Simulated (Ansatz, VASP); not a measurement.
# Two plane-wave programs on HfO2

The input POSCAR:

```
HfO2
1.0
    0.0000000000      2.4659319631      2.4027029384
    2.4659319631      0.0000000000      2.4027029384
    2.4659319631      2.4659319631      0.0000000000
Hf O
1 2
Direct
    0.0000000000      0.0000000000      0.0000000000
    0.2500000000      0.2500000000      0.2500000000
    0.7500000000      0.7500000000      0.7500000000
```

The input INCAR.step1:

```
SYSTEM = HfO2
ALGO = Normal
EDIFF = 1E-4
ENCUT = 520
GGA = PE
ISMEAR = 0
LASPH = .TRUE.
LCHARG = .FALSE.
LREAL = .FALSE.
LWAVE = .TRUE.
NBANDS = 18
NELM = 60
PREC = Accurate
SIGMA = 0.05
```

Contents of INCAR.step2:

```
SYSTEM = HfO2
ALGO = Normal
EDIFF = 1E-6
ENCUT = 520
ISIF = 2
ISMEAR = 0
ISTART = 1
LASPH = .TRUE.
LCHARG = .FALSE.
LMIXTAU = .TRUE.
LREAL = .FALSE.
LWAVE = .FALSE.
METAGGA = R2SCAN
NBANDS = 18
NELM = 60
PREC = Accurate
SIGMA = 0.05
```

Contents of KPOINTS:

```
k-points
0
G
  8 8 8
  0 0 0
```

Input for Ansatz:

```yaml
crystal:
  lattice:
    - [0.0, 2.4659319631, 2.4027029384]
    - [2.4659319631, 0.0, 2.4027029384]
    - [2.4659319631, 2.4659319631, 0.0]
  atoms:
    - { symbol: Hf, position: [0.0, 0.0, 0.0] }
    - { symbol: O, position: [0.25, 0.25, 0.25] }
    - { symbol: O, position: [0.75, 0.75, 0.75] }
basis:
  ecutwfc: 500
kpoints:
  mp_grid: { grid: [8, 8, 8] }
hamiltonian:
  xc: r2scan
scf:
  occupations: { method: gaussian, width: 0.05 }
output:
  forces: true
  stress: true
  eigenvalues: true
```

Change from the starting cell: strain -0.025 along x and y, -0.050 along z, atoms carried along.

Alike in both runs: task single point; functional r2SCAN; k mesh 8 × 8 × 8; occupations gaussian, width 0.05 eV; no spin polarisation.

```csv
,VASP,Ansatz
version,VASP 6.6.1,Ansatz 0.2.0
potentials or method,"VASP PAW PBE potentials, release 64 (Hf_pv, O)","scalar-relativistic, plane waves, PAW"
plane-wave cutoff (eV),520,500
valence electrons in the cell,22,38
```

VASP gave:

```
gap on the k mesh at the Fermi level (eV)       : 4.29
least direct gap on the mesh (eV)               : 4.38
pressure (GPa)                                  : 29.3
largest component of the traceless stress (GPa) : 9.87
```

What did Ansatz give for the same quantities?

gap on the k mesh at the Fermi level (eV): 4.26; least direct gap on the mesh (eV): 4.34; pressure (GPa): 34.2; largest component of the traceless stress (GPa): 9.67.

The functional is the same, so the differences come from potentials, cutoffs and numerics. The two sets of potentials don't hold the same shells in valence.

Caveats: so large a pressure means that the cell lies far from this level's equilibrium, or that cutoff or potentials fall short (VASP); the potentials were made for another functional, which shifts forces and pressure (VASP); spin-orbit coupling is left out, which moves the levels of the heavy elements. A k mesh can miss the band edges.
